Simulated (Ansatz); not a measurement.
MgAl₂O₄:
```cif
data_Al4Mg2O8
_chemical_formula_sum 'Mg2 Al4 O8'
_space_group_name_H-M_alt 'P 1'
_space_group_IT_number 1
_cell_length_a 5.71629
_cell_length_b 5.71629
_cell_length_c 5.71629
_cell_angle_alpha 60.000
_cell_angle_beta 60.000
_cell_angle_gamma 60.000
loop_
_space_group_symop_operation_xyz
  'x, y, z'
loop_
_atom_site_label
_atom_site_type_symbol
_atom_site_fract_x
_atom_site_fract_y
_atom_site_fract_z
_atom_site_occupancy
Mg1 Mg 0.75000 0.75000 0.75000 1
Mg2 Mg 0.50000 0.50000 0.50000 1
Al1 Al 0.62500 0.12500 0.12500 1
Al2 Al 0.12500 0.12500 0.62500 1
Al3 Al 0.12500 0.62500 0.12500 1
Al4 Al 0.12500 0.12500 0.12500 1
O1 O 0.36142 0.36142 0.36142 1
O2 O 0.33426 0.88858 0.88858 1
O3 O 0.36142 0.36142 0.91574 1
O4 O 0.88858 0.33426 0.88858 1
O5 O 0.91574 0.36142 0.36142 1
O6 O 0.88858 0.88858 0.88858 1
O7 O 0.36142 0.91574 0.36142 1
O8 O 0.88858 0.88858 0.33426 1
```

Relaxed with r²SCAN.

**Question.** Give the optical modes at the zone centre with their infrared activity from DFPT, r²SCAN (plane waves, PAW; program Ansatz).

**Answer.** Transverse frequencies, without the LO–TO term; a row sums one degenerate level.

```tsv
ω (cm⁻¹)	degeneracy	IR ((D/Å)²/amu)	activity
266	3	0.00	IR-inactive
310	3	4.93	IR
315	3	0.00	IR-inactive
345	3	0.00	IR-inactive
396	2	0.00	IR-inactive
409	2	0.00	IR-inactive
459	3	0.00	IR-inactive
477	3	175.43	IR
560	3	0.00	IR-inactive
583	3	1.94	IR
604	2	0.00	IR-inactive
662	1	0.00	IR-inactive
671	3	0.00	IR-inactive
675	3	48.84	IR
754	1	0.00	IR-inactive
770	1	0.00	IR-inactive
```

**Question.** How high does the top mode go among those that the LO–TO term moves?

**Answer.** 855 cm⁻¹ for q along x.

Space group Fd-3m (spinel). The r²SCAN relaxation kept the symmetry of its start; of distortions, only those at the zone centre were tested.

Potentials: the later of the program's two PAW sets.
